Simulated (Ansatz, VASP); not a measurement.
# CoO: VASP beside Ansatz

File INCAR:

```
PREC = Accurate ; ENCUT = 520
EDIFF = 1E-7 ; ISMEAR = 0
SIGMA = 0.05 ; LREAL = F
LASPH = T ; NELM = 150
ALGO = Normal ; ISIF = 2
LWAVE = F ; LCHARG = F
ISPIN = 2 ; MAGMOM = 3 -3 0 0
LORBIT = 11 ; LMAXMIX = 4
LDAU = T ; LDAUTYPE = 2
LDAUL = 2 -1 ; LDAUU = 3.3 0
LDAUJ = 0 0 ; LDAUPRINT = 1
GGA = PE ; NBANDS = 27
```

The input KPOINTS:

```
Automatic mesh
0
Gamma
  5 5 3
```

File POSCAR:

```
CoO
1.0
    0.0000000000      2.1628257020     -2.1628257020
    0.0000000000      2.1628257020      2.1628257020
    4.3256514040      0.0000000000      0.0000000000
Co O
2 2
Direct
    0.0000000000      0.0000000000      0.0000000000
    0.5000000000      0.5000000000      0.5000000000
    0.0000000000      1.0000000000      0.5000000000
    0.5000000000      1.5000000000      1.0000000000
```

Input for Ansatz:

```yaml
crystal:
  lattice:
    - [0.0, 2.162825702, -2.162825702]
    - [0.0, 2.162825702, 2.162825702]
    - [4.325651404, 0.0, 0.0]
  atoms:
    - { symbol: Co, position: [0.0, 0.0, 0.0], spin: 3.0 }
    - { symbol: O, position: [0.0, 1.0, 0.5] }
    - { symbol: Co, position: [0.5, 0.5, 0.5], spin: -3.0 }
    - { symbol: O, position: [0.5, 1.5, 1.0] }
basis:
  ecutwfc: 420
  ecutrho_ratio: 4
kpoints:
  mp_grid: { grid: [5, 5, 3] }
hamiltonian:
  xc: pbe
  hubbard: { sites: [{ species: Co, l: d, u_eff: 3.3 }] }
scf:
  occupations: { method: gaussian, width: 0.05 }
output:
  forces: true
  stress: true
  eigenvalues: true
  populations: true
  hubbard: { sites: [{ species: Co, l: d }] }
magnetization:
  spin_polarized: true
```

Alike in both runs: task single point; functional PBE; k mesh 5 × 5 × 3; occupations gaussian, width 0.05 eV; collinear spin; Hubbard terms Co d U = 3.3 eV.

|  | VASP | Ansatz |
| --- | --- | --- |
| version | VASP 6.6.1 | Ansatz 0.2.0 |
| potentials or method | VASP PAW PBE potentials, release 64 (Co, O) | scalar-relativistic, plane waves, PAW |
| plane-wave cutoff (eV) | 520 | 420 |
| valence electrons in the cell | 30 | 46 |

```csv
,VASP,Ansatz,Ansatz less VASP
gap on the k mesh at the Fermi level (eV),0.72,1.53,+0.803
least direct gap on the mesh (eV),1.53,2.32,+0.786
pressure (GPa),-3.1,0.2,+3.34
largest component of the traceless stress (GPa),8.21,0.67,-7.539
net moment per atom (μB),0.00,0.00,0.000
size of the moment on the site where the two differ most (μB),2.75,2.61,-0.141
```

Site moments also hang on the region over which each program counts them. The programs project onto different local orbitals, so the same U acts differently. The two sets of potentials don't hold the same shells in valence. Ansatz warned: «stability_check_not_made».

Caveats: the k mesh is coarse (spacing up to 0.48 Å⁻¹), so the values aren't converged; an odd mesh through Γ misses points on the zone boundary, where band edges often lie. The state reached can hang on the start; a lower one may exist.
